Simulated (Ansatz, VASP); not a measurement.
# One calculation of Si, two programs

```
Si
1.0
     0.00000    2.72770    2.70806
     2.72770    0.00000    2.70806
     2.72770    2.72770    0.00000
Si
2
Direct
  0.00000 0.00000 0.00000
  0.25000 0.25000 0.25000
```

Change from the starting cell: strained cell.

Alike in both runs: functional PBEsol; k mesh 10 × 10 × 10; occupations gaussian, width 0.02 eV; no spin polarisation.

Ansatz relaxed the structure, and its values are those at the end. VASP's run is a single point on that final structure, the one shown.

```csv
,VASP,Ansatz
version,VASP 6.6.1,Ansatz 0.2.0
potentials or method,"VASP PAW PBE potentials, release 64 (Si)","scalar-relativistic, plane waves, PAW"
plane-wave cutoff (eV),520,600
valence electrons in the cell,8,8
```

|  | VASP | Ansatz | Ansatz less VASP |
| --- | --- | --- | --- |
| gap on the k mesh at the Fermi level (eV) | 0.40 | 0.41 | +0.005 |
| least direct gap on the mesh (eV) | 2.46 | 2.47 | +0.003 |
| pressure (GPa) | -0.3 | -0.4 | -0.11 |

Ansatz warned: «stress_scf_threshold_loose».

Caveats: the PAW data sets were made with another functional, which shifts forces and pressure a little (VASP). A k mesh can miss the band edges.
